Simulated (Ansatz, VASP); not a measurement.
**Two plane-wave programs on SnTe**

```
Te Sn
1.0
     0.00000    3.56234    3.56234
     3.56234    0.00000    3.56234
     3.56234    3.56234    0.00000
Te Sn
1 1
Cartesian
  1.7812 1.7812 1.7812
  0.0000 0.0000 0.0000
```

Change from the starting cell: volume scaled by 0.96.

Alike in both runs: task single point; functional PBEsol; k mesh 7 × 7 × 7; occupations fermi-dirac, width 0.05 eV; no spin polarisation.

|  | VASP | Ansatz |
| --- | --- | --- |
| version | VASP 6.6.1 | Ansatz 0.2.0 |
| potentials or method | VASP PAW PBE potentials, release 64 (Te, Sn_d) | Ansatz PAW |
| plane-wave cutoff (eV) | 520 | 420 |
| valence electrons in the cell | 20 | 30 |

Ansatz gave:

```
gap on the k mesh at the Fermi level (eV) : 0.19
least direct gap on the mesh (eV)         : 0.75
pressure (GPa)                            : -0.4
```

What did VASP give for the same quantities?

gap on the k mesh at the Fermi level (eV): 0.18; least direct gap on the mesh (eV): 0.74; pressure (GPa): -0.4.

The two sets of potentials don't hold the same shells in valence.

Caveats: spin-orbit coupling is left out, which moves the levels of the heavy elements; the PAW data sets were made with another functional, which shifts forces and pressure a little (VASP); an odd mesh through Γ misses points on the zone boundary, where band edges often lie (VASP); odd divisions of the mesh miss points on the zone boundary, where band edges often lie, so the gap on the mesh can be too wide (Ansatz); the PAW data sets come from PBE, with cores solved anew for the run's functional, which leaves a small shift of forces and pressure (Ansatz).
